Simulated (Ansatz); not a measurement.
Take ZrO2 in the fluorite structure (space group Fm-3m, No. 225) as the base.

```yaml
crystal:
  lattice:
    - [0.00000, 2.54467, 2.54467]
    - [2.54467, 0.00000, 2.54467]
    - [2.54467, 2.54467, 0.00000]
  atoms:
    - { symbol: Zr, position: [0.00000, 0.00000, 0.00000] }
    - { symbol: O, position: [0.25000, 0.25000, 0.25000] }
    - { symbol: O, position: [0.75000, 0.75000, 0.75000] }
```

Cartesian axes are those of the cell as printed.

Level of theory: DFT with r2SCAN, PAW potentials and a 500 eV plane-wave cutoff in Ansatz (a quantum-chemistry and plane-wave program), without spin-orbit coupling.

It is then changed as follows: a pure shear with ε_xz = ε_zx = 0.0301; the atoms relax in the strained cell.

Task: Predict the stress tensor and what it implies for the stiffness.

Result: Stress of the strained cell less that of the base (GPa, compression positive):
```
   0.62    0.00   -4.34
   0.00    0.40    0.00
  -4.34    0.00    0.62
```

Then −Δσ/γ with γ = 2ε = 0.0602 gives secant stiffness values (nonlinear terms included at this strain): C55 ≈ 72 GPa.

As a check, the harmonic strain energy −½ V₀ Δσ:ε is 9.0 meV/atom; the computed energy rise is 8.9 meV/atom.

Stability against distortions was not tested. This is not the structure that ZrO2 has at room temperature and ambient pressure.
